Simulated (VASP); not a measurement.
# CsPbBr3 (Pm-3m) in VASP: a series of runs

The runs below take CsPbBr3 through single point, with PBEsol.

Everything below comes from runs of VASP 6.6.1. Logs are shortened: lines on timing, memory, paths and dates and some standing lists are left out, and cuts for length are marked.

## (1) The crystal as given

Symmetry: Pm-3m, No. 221, cubic system. Conventional cell: a = 5.870 Å, b = 5.870 Å, c = 5.870 Å, α = 90.00°, β = 90.00°, γ = 90.00°. Cs (site symmetry m-3m) is surrounded by 12 Br at 4.15 Å. Around Pb (site symmetry m-3m) lie 6 Br at 2.94 Å. Br (site symmetry 4/mmm) is surrounded by 2 Pb at 2.94 Å.

Measurements of this composition are mostly on another form, of space group No. 62.

## (2) Single point, PBEsol

Contents of INCAR:

```
SYSTEM = CsPbBr3
PREC = Accurate ; ENCUT = 520
EDIFF = 1E-6 ; ISMEAR = 0
SIGMA = 0.05 ; LREAL = .FALSE.
LASPH = .TRUE. ; NELM = 100
ALGO = Fast ; ISIF = 2
LWAVE = .FALSE. ; LCHARG = .TRUE.
GGA = PS ; LELF = .TRUE.
LVHAR = .TRUE. ; NBANDS = 30
```

Contents of KPOINTS:

```
Automatic mesh
0
G
  6 6 6
  0 0 0
```

Contents of POSCAR:

```
CsPbBr3
1.0
    5.8700000000      0.0000000000      0.0000000000
    0.0000000000      5.8700000000      0.0000000000
    0.0000000000      0.0000000000      5.8700000000
Cs Pb Br
1 1 3
Direct
    0.0000000000      0.0000000000      0.0000000000
    0.5000000000      0.5000000000      0.5000000000
    0.0000000000      0.5000000000      0.5000000000
    0.5000000000      0.0000000000      0.5000000000
    0.5000000000      0.5000000000      0.0000000000
```

Potentials or basis: VASP PAW PBE potentials, release 64 (Cs_sv, Pb_d, Br).

Run with:

```console
cat potpaw_PBE.64/Cs_sv/POTCAR potpaw_PBE.64/Pb_d/POTCAR potpaw_PBE.64/Br/POTCAR > POTCAR
mpirun -np 1 vasp_std > vasp.out
```

OUTCAR:

```text
SYSTEM = CsPbBr3
   PREC = Accurate
   ENCUT = 520
   EDIFF = 1E-6
   ISMEAR = 0
   LREAL = .FALSE.
   LASPH = .TRUE.
   NELM = 100
   ISIF = 2
   GGA = PS

 ion  position               nearest neighbor table
   1  0.000  0.000  0.000-
   2  0.500  0.500  0.500-   3 2.94   4 2.94   5 2.94   5 2.94   4 2.94   3 2.94
   3  0.000  0.500  0.500-   2 2.94   2 2.94
   4  0.500  0.000  0.500-   2 2.94   2 2.94
   5  0.500  0.500  0.000-   2 2.94   2 2.94

  LATTYP: Found a simple cubic cell.
 ALAT       =     5.8700000000

  Lattice vectors:

 A1 = (   5.8700000000,   0.0000000000,   0.0000000000)
 A2 = (   0.0000000000,   5.8700000000,   0.0000000000)
 A3 = (   0.0000000000,   0.0000000000,   5.8700000000)

Analysis of symmetry for initial positions (statically):
=====================================================================
 Subroutine PRICEL returns:
 Original cell was already a primitive cell.

 Routine SETGRP: Setting up the symmetry group for a
 simple cubic supercell.

 Subroutine GETGRP returns: Found 48 space group operations
 (whereof 48 operations were pure point group operations)
 out of a pool of 48 trial point group operations.

The static configuration has the point symmetry O_h .

Analysis of symmetry for dynamics (positions and initial velocities):
=====================================================================
 Subroutine PRICEL returns:
 Original cell was already a primitive cell.

 Routine SETGRP: Setting up the symmetry group for a
 simple cubic supercell.

 Subroutine GETGRP returns: Found 48 space group operations
 (whereof 48 operations were pure point group operations)
 out of a pool of 48 trial point group operations.

The dynamic configuration has the point symmetry O_h .

 Subroutine INISYM returns: Found 48 space group operations
 (whereof 48 operations are pure point group operations),
 and found     1 'primitive' translations

----------------------------------------------------------------------------------------

                                     Primitive cell

  volume of cell :     202.2620

  direct lattice vectors                    reciprocal lattice vectors
     5.870000000  0.000000000  0.000000000     0.170357751  0.000000000  0.000000000
     0.000000000  5.870000000  0.000000000     0.000000000  0.170357751  0.000000000
     0.000000000  0.000000000  5.870000000     0.000000000  0.000000000  0.170357751

  length of vectors
     5.870000000  5.870000000  5.870000000     0.170357751  0.170357751  0.170357751

  position of ions in fractional coordinates (direct lattice)
     0.000000000  0.000000000  0.000000000
     0.500000000  0.500000000  0.500000000
     0.000000000  0.500000000  0.500000000
     0.500000000  0.000000000  0.500000000
     0.500000000  0.500000000  0.000000000

  ion indices of the primitive-cell ions
   primitive index   ion index
                 1           1
                 2           2
                 3           3
                 4           4
                 5           5

----------------------------------------------------------------------------------------

 KPOINTS: Automatic mesh

Automatic generation of k-mesh.
 Grid dimensions read from file:
 generate k-points for:    6    6    6

 Generating k-lattice:

  Cartesian coordinates                     Fractional coordinates (reciprocal lattice)
     0.028392959  0.000000000  0.000000000     0.166666667  0.000000000  0.000000000
     0.000000000  0.028392959  0.000000000     0.000000000  0.166666667  0.000000000
     0.000000000  0.000000000  0.028392959     0.000000000  0.000000000  0.166666667

  Length of vectors
     0.028392959  0.028392959  0.028392959

  Shift w.r.t. Gamma in fractional coordinates (k-lattice)
     0.000000000  0.000000000  0.000000000

 Subroutine IBZKPT returns following result:
 ===========================================

 Found     20 irreducible k-points:

 Following reciprocal coordinates:
            Coordinates               Weight
  0.000000  0.000000  0.000000      1.000000
  0.166667  0.000000  0.000000      6.000000
  0.333333  0.000000  0.000000      6.000000
  0.500000  0.000000  0.000000      3.000000
  0.166667  0.166667  0.000000     12.000000
  0.333333  0.166667  0.000000     24.000000
[... 12 lines left out ...]
  0.500000  0.500000  0.333333      6.000000
  0.500000  0.500000  0.500000      1.000000
   k-points           NKPTS =     20   k-points in BZ     NKDIM =     20   number of bands    NBANDS=     30
   number of dos      NEDOS =    301   number of ions     NIONS =      5
   total plane-waves  NPLWV = 110592
   dimension x,y,z NGX =    48 NGY =   48 NGZ =   48
   dimension x,y,z NGXF=    96 NGYF=   96 NGZF=   96
   ions per type =               1   1   3
   NGX,Y,Z   is equivalent  to a cutoff of  13.59, 13.59, 13.59 a.u.
   NGXF,Y,Z  is equivalent  to a cutoff of  27.19, 27.19, 27.19 a.u.
 SYSTEM =  CsPbBr3
   PREC   = accura    normal or accurate (medium, high low for compatibility)
   ISTART =      0    job   : 0-new  1-cont  2-samecut
   ICHARG =      2    charge: 1-file 2-atom 10-const
   ISPIN  =      1    spin polarized calculation?
   LNONCOLLINEAR =      F non collinear calculations
   LSORBIT =      F    spin-orbit coupling
   LASPH  =      T    aspherical Exc in radial PAW
   ENCUT  =  520.0 eV  38.22 Ry    6.18 a.u.  10.91 10.91 10.91*2*pi/ulx,y,z
   NELM   =    100;   NELMIN=  2; NELMDL= -5     # of ELM steps
   EDIFF  = 0.1E-05   stopping-criterion for ELM
   LREAL  =      F    real-space projection
   EDIFFG = 0.1E-04   stopping-criterion for IOM
   NSW    =      0    number of steps for IOM
   IBRION =     -1    ionic relax: 0-MD 1-quasi-New 2-CG
   NFREE  =      0    steps in history (QN), initial steepest desc. (CG)
   ISIF   =      2    stress and relaxation
   ISYM   =      2    0-nonsym 1-usesym 2-fastsym
   POTIM  = 0.5000    time-step for ionic-motion
   TEBEG  =    0.0;   TEEND  =   0.0 temperature during run
   PSTRESS=    0.0 pullay stress
   NELECT =      44.0000    total number of electrons
   NUPDOWN=      -1.0000    fix difference up-down
   EMIN   =  10.00;   EMAX   =-10.00  energy-range for DOS
   EFERMI =   0.00;   METHOD = LEGACY
   ISMEAR =     0;   SIGMA  =   0.05  broadening in eV -4-tet -1-fermi 0-gaus
   EFERMI_NEDOS =   21; number of points for ismear=-14 and -15
   IALGO  =     68    algorithm
   IMIX   =      4    mixing-type and parameters
     AMIX     =   0.40;   BMIX     =  1.00
     AMIX_MAG =   1.60;   BMIX_MAG =  1.00
  volume/ion in A,a.u.               =      40.45       272.99
  Fermi-wavevector in a.u.,A,eV,Ry     =   0.984587  1.860600 13.189657  0.969412
  Thomas-Fermi vector in A             =   2.115831
   LORBIT       =      0    0 simple, 1 ext, 2 COOP (PROOUT), +10 PAW based schemes
   GGA     = PS    functional components
   LHFCALC =     F    Hartree Fock is set to
   AEXX    =    0.0000 exact exchange contribution
   IVDW    =     0    specifies the selected vdW correction
   LEPSILON=     F    determine dielectric tensor
   LRPA    =     F    only Hartree local field effects (RPA)
 non-spin polarized calculation
 RMM-DIIS sequential band-by-band and
 Gauss-broadening in eV      SIGMA  =   0.05
  energy-cutoff  :      520.00
  volume of cell :      202.26
 maximum number of plane-waves:      5520
 NGX is ok and might be reduce to    48
   NGX = 21   NGY = 21   NGZ = 21

 number of electron      44.0000000 magnetization

 Free energy of the ion-electron system (eV)
  ---------------------------------------------------
  ext. energy  EPLUGINS =         0.00000000
  ---------------------------------------------------
  free energy    TOTEN  =       -16.80747940 eV

  energy without entropy =      -16.80747940  energy(sigma->0) =      -16.80747940

 E-fermi :   1.4254     XC(G=0):  -7.8178

 val. band max:        1.2062559574   @ k =   0.5000   0.5000   0.5000
 cond. band min:       2.6334639965   @ k =   0.5000   0.5000   0.5000
 fundamental gap:      1.4272080391
 Fermi energy:         1.4253807305

 k-point     1 :       0.0000    0.0000    0.0000
  band No.  band energies     occupation
      1     -20.2478      2.00000
      2     -15.6182      2.00000
      3     -15.6182      2.00000
      4     -15.4462      2.00000
      5     -15.4462      2.00000
      6     -15.4462      2.00000
[... 22 lines left out ...]
     29       7.1571      0.00000
     30       7.1572      0.00000

 k-point     2 :       0.1667    0.0000    0.0000
  band No.  band energies     occupation
      1     -20.2475      2.00000
      2     -15.6182      2.00000
      3     -15.6017      2.00000
      4     -15.4465      2.00000
      5     -15.4465      2.00000
      6     -15.4462      2.00000
[... 22 lines left out ...]
     29       6.2786      0.00000
     30       7.1055      0.00000

 k-point     3 :       0.3333    0.0000    0.0000
  band No.  band energies     occupation
      1     -20.2470      2.00000
      2     -15.6181      2.00000
      3     -15.5681      2.00000
      4     -15.4470      2.00000
      5     -15.4470      2.00000
      6     -15.4462      2.00000
[... 22 lines left out ...]
     29       6.3896      0.00000
     30       7.2682      0.00000

 k-point     4 :       0.5000    0.0000    0.0000
  band No.  band energies     occupation
      1     -20.2467      2.00000
      2     -15.6181      2.00000
      3     -15.5509      2.00000
      4     -15.4472      2.00000
      5     -15.4472      2.00000
      6     -15.4462      2.00000
[... 22 lines left out ...]
     29       6.5450      0.00000
     30       7.3645      0.00000

 k-point     5 :       0.1667    0.1667    0.0000
  band No.  band energies     occupation
      1     -20.2472      2.00000
      2     -15.6101      2.00000
      3     -15.5931      2.00000
      4     -15.4467      2.00000
      5     -15.4465      2.00000
      6     -15.4464      2.00000
[... 22 lines left out ...]
     29       6.2540      0.00000
     30       6.7673      0.00000
[... 394 lines left out ...]
     29       6.8472      0.00000
     30       7.3088      0.00000

 k-point    18 :       0.5000    0.3333    0.3333
  band No.  band energies     occupation
      1     -20.2454      2.00000
      2     -15.5388      2.00000
      3     -15.5197      2.00000
      4     -15.4481      2.00000
      5     -15.4480      2.00000
      6     -15.4478      2.00000
[... 22 lines left out ...]
     29       6.6182      0.00000
     30       7.1703      0.00000

 k-point    19 :       0.5000    0.5000    0.3333
  band No.  band energies     occupation
      1     -20.2452      2.00000
      2     -15.5294      2.00000
      3     -15.5096      2.00000
      4     -15.4483      2.00000
      5     -15.4480      2.00000
      6     -15.4480      2.00000
[... 22 lines left out ...]
     29       6.4464      0.00000
     30       7.3337      0.00000

 k-point    20 :       0.5000    0.5000    0.5000
  band No.  band energies     occupation
      1     -20.2450      2.00000
      2     -15.5096      2.00000
      3     -15.5096      2.00000
      4     -15.4483      2.00000
      5     -15.4483      2.00000
      6     -15.4483      2.00000
[... 22 lines left out ...]
     29       6.3274      0.00000
     30       7.5849      0.00000

------------------------ aborting loop because EDIFF is reached ----------------------------------------

  FORCE on cell =-STRESS in cart. coord.  units (eV):
  Direction    XX          YY          ZZ          XY          YZ          ZX
  --------------------------------------------------------------------------------------
  -------------------------------------------------------------------------------------
  Total        0.0285034      0.0285034      0.0285034      0.0000000     -0.0000000      0.0000000
  in kB        0.2257838      0.2257838      0.2257838      0.0000000     -0.0000000      0.0000000
  external PRESSURE =       0.2257838 kB  Pullay stress =       0.0000000 kB

 VOLUME and BASIS-vectors are now :
 -----------------------------------------------------------------------------
  energy-cutoff  :      520.00
  volume of cell :      202.26
      direct lattice vectors                 reciprocal lattice vectors
     5.870000000  0.000000000  0.000000000     0.170357751  0.000000000  0.000000000
     0.000000000  5.870000000  0.000000000     0.000000000  0.170357751  0.000000000
     0.000000000  0.000000000  5.870000000     0.000000000  0.000000000  0.170357751

 POSITION                                       TOTAL-FORCE (eV/Angst)
 -----------------------------------------------------------------------------------
      0.00000      0.00000      0.00000         0.000000      0.000000      0.000000
      2.93500      2.93500      2.93500         0.000000      0.000000      0.000000
      0.00000      2.93500      2.93500         0.000000      0.000000      0.000000
      2.93500      0.00000      2.93500         0.000000      0.000000      0.000000
      2.93500      2.93500      0.00000         0.000000      0.000000      0.000000
 -----------------------------------------------------------------------------------
    total drift:                                0.000000     -0.000000     -0.000000

  FREE ENERGIE OF THE ION-ELECTRON SYSTEM (eV)
  ---------------------------------------------------
  free  energy   TOTEN  =       -16.8074793958 eV

  energy  without entropy=      -16.8074793958  energy(sigma->0) =      -16.80747940
```

Run time: 64 s. Hardware: 1 thread of Intel Xeon 6975P-C (Granite Rapids), shared host; peak memory 0.39 GiB.

What came out:

| Item | Value |
| --- | --- |
| Free energy | -16.8075 eV |
| Pressure | 0.0 GPa |
| Band gap on the k mesh | 1.43 eV, direct |

Caveat: the PAW data sets were made with another functional, which shifts forces and pressure a little; spin-orbit coupling is left out, which as a rule narrows the gap of such compounds by several tenths of an eV. PBEsol gaps usually lie below the measured ones, often by a third to a half.

## (3) Single point, PBEsol

Contents of INCAR:

```
ALGO = Fast
EDIFF = 1E-6
ENCUT = 520
GGA = PS
ISIF = 2
ISMEAR = 0
LASPH = True
LCHARG = True
LELF = True
LREAL = False
LVHAR = True
LWAVE = False
NBANDS = 30
NELM = 100
PREC = Accurate
SIGMA = 0.05
```

Contents of KPOINTS:

```
k-points
0
Gamma
  6 6 6
```

POSCAR is that of step 2.

Potentials or basis: VASP PAW PBE potentials, release 64 (Cs_sv, Pb_d, Br).

Run with:

```console
cat potpaw_PBE.64/Cs_sv/POTCAR potpaw_PBE.64/Pb_d/POTCAR potpaw_PBE.64/Br/POTCAR > POTCAR
mpirun -np 1 vasp_std > vasp.out
```

Wall time 67 s (1 thread of Intel Xeon 6975P-C (Granite Rapids), shared host); peak memory 0.4 GiB.

Results (log left out):

* Free energy: -16.8075 eV
* Pressure: 0.0 GPa
* Band gap on the k mesh: 1.43 eV, direct

Levels at points of the mesh, in eV from the valence-band top:
```
           k point  band 19  band 20  band 21  band 22  band 23  band 24  band 25  band 26
(0.00, 0.00, 0.00)    -2.17    -2.05    -2.05    -2.05     2.87     4.01     4.01     4.76
(0.50, 0.00, 0.00)    -2.31    -2.17    -2.17    -1.44     2.50     4.36     4.93     5.06
(0.50, 0.50, 0.00)    -2.40    -2.29    -1.69    -0.71     2.00     2.00     4.80     5.09
(0.50, 0.50, 0.50)    -1.68    -1.68    -1.68     0.00     1.43     1.43     1.43     4.39
```

Caveat: the PAW data sets were made with another functional, which shifts forces and pressure a little; spin-orbit coupling is left out, which as a rule narrows the gap of such compounds by several tenths of an eV. A k mesh can miss the band edges.
